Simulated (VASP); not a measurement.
Runs of VASP 6.6.1 on ZnS. Symmetry: F-43m, No. 216, cubic system. Conventional cell: a = 5.387 Å, b = 5.387 Å, c = 5.387 Å, α = 90.00°, β = 90.00°, γ = 90.00°. Zn (site symmetry -43m) is surrounded by 4 S at 2.33 Å. S (site symmetry -43m) is surrounded by 4 Zn at 2.33 Å. The cell is a database's computed one.

```csv
task,level,potentials or basis,cell,k mesh,cutoff (eV),mesh quality,gap on the mesh (eV),pressure (GPa),relaxed volume (Å³/atom)
relaxation of cell and atoms,LDA,"VASP PAW LDA potentials, release 64 (Zn, S)",relaxed,10 × 10 × 10,600,not flagged,2.15,0.0,18.63
relaxation of cell and atoms,PBEsol,"VASP PAW PBE potentials, release 64 (Zn, S)",relaxed,10 × 10 × 10,600,not flagged,2.08,0.0,19.26
relaxation of cell and atoms,PBEsol,"VASP PAW PBE potentials, release 64 (Zn, S)",relaxed,4 × 4 × 4,600,coarse,(b),0.0,(c)
relaxation of cell and atoms,PBE+D3(BJ),"VASP PAW PBE potentials, release 64 (Zn, S)",relaxed,10 × 10 × 10,600,not flagged,2.18,0.0,19.46
relaxation of cell and atoms,PBEsol,"VASP PAW PBE potentials, release 64 (Zn, S)",relaxed,10 × 10 × 10,580,not flagged,2.08,0.0,19.26
relaxation of cell and atoms,PBE,"VASP PAW PBE potentials, release 64 (Zn, S)",relaxed,10 × 10 × 10,600,not flagged,2.01,0.0,(a)
relaxation of cell and atoms,RPBE,"VASP PAW PBE potentials, release 64 (Zn, S)",relaxed,10 × 10 × 10,600,not flagged,2.02,0.0,20.96
single point,PBEsol,"VASP PAW PBE potentials, release 64 (Zn, S)",as given,10 × 10 × 10,520,not flagged,2.02,-1.1,-
```

Alike in all rows: no spin polarisation; smearing gaussian 0.02 eV.

Question: Fill in the values left out.

Answer: (a) 20.20; (b) 2.05; (c) 19.34.

Caveats: some runs use coarse meshes; the PAW data sets were made with another functional, which shifts forces and pressure a little (some runs).

